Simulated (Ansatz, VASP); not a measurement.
## TiCo, level by level in two programs

```xyz
2
Lattice="2.9861 0.0000 0.0000 0.0000 2.9861 0.0000 0.0000 0.0000 2.9861" Properties=species:S:1:pos:R:3 pbc="T T T"
Co    1.4931    1.4931    1.4931
Ti    0.0000    0.0000    0.0000
```

The cell comes from a database or a generator and needn't be the stable form of this composition.

Single points on this cell with VASP 6.6.1 and Ansatz 0.2.0. Each row is one pair of runs. Alike in all rows: k mesh: 9 × 9 × 9; smearing: fermi-dirac, width 0.05 eV; VASP's potentials, cutoff: VASP PAW PBE potentials, release 64 (Co, Ti_sv), 520 eV; Ansatz's potentials, cutoff: Ansatz PAW, 420 eV.

| level | spin | gap on the k mesh at the Fermi level (eV), VASP | gap on the k mesh at the Fermi level (eV), Ansatz | pressure (GPa), VASP | pressure (GPa), Ansatz |
| --- | --- | --- | --- | --- | --- |
| PBEsol | collinear, typed start | none | none | -8.6 | -8.1 |
| PBE | collinear, typed start | none | none | -0.9 | -0.5 |
| PBEsol | off | none | none | -9.7 | -9.4 |

Pressure (GPa): the two programs differ by at most 0.49.

A gap of «none» marks a metal or a gap that the smearing closes.

Caveats: the PAW data sets were made with another functional, which shifts forces and pressure a little (VASP); the PAW data sets come from PBE, with cores solved anew for the run's functional, which leaves a small shift of forces and pressure (Ansatz).
